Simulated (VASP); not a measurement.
NaCl, 2 atoms in the cell. It takes space group Fm-3m (No. 225, cubic). Conventional cell: a = 5.600 Å, b = 5.600 Å, c = 5.600 Å, α = 90.00°, β = 90.00°, γ = 90.00°. Around Na (site symmetry m-3m) lie 6 Cl at 2.80 Å. Around Cl (site symmetry m-3m) lie 6 Na at 2.80 Å. The cell was built by a generator and needn't be a form met in nature.

| Item | Value |
| --- | --- |
| Program | VASP 6.6.1 |
| Task | relaxation of cell and atoms |
| Functional | LDA |
| Potentials or basis | VASP PAW LDA potentials, release 64 (Na_pv, Cl) |
| Cutoff | 600 eV |
| k mesh | 8 × 8 × 8 |
| Occupations | gaussian, width 0.02 eV |
| Spin | no spin polarisation |
| Further INCAR settings | ALGO = Fast; EDIFF = 1e-07; IBRION = 2; EDIFFG = -0.005; NSW = 40; ISIF = 3 |

Potentials or basis: VASP PAW LDA potentials, release 64 (Na_pv, Cl).

Command:

```console
$ cat potpaw_LDA.64/Na_pv/POTCAR potpaw_LDA.64/Cl/POTCAR > POTCAR
$ mpirun -np 1 vasp_std > vasp.out
```

Hardware: 1 thread of Intel(R) Xeon(R) Platinum 8259CL CPU @ 2.50GHz (Skylake/Cascade Lake) (shared host).

Question: How long does it take, and how much memory?

Answer: Run time: 42 s on 1 thread of Intel(R) Xeon(R) Platinum 8259CL CPU @ 2.50GHz (Skylake/Cascade Lake), with other jobs on the host, peak memory 0.16 GiB. Counts: scf iterations 49, k points 29, ion steps 5.
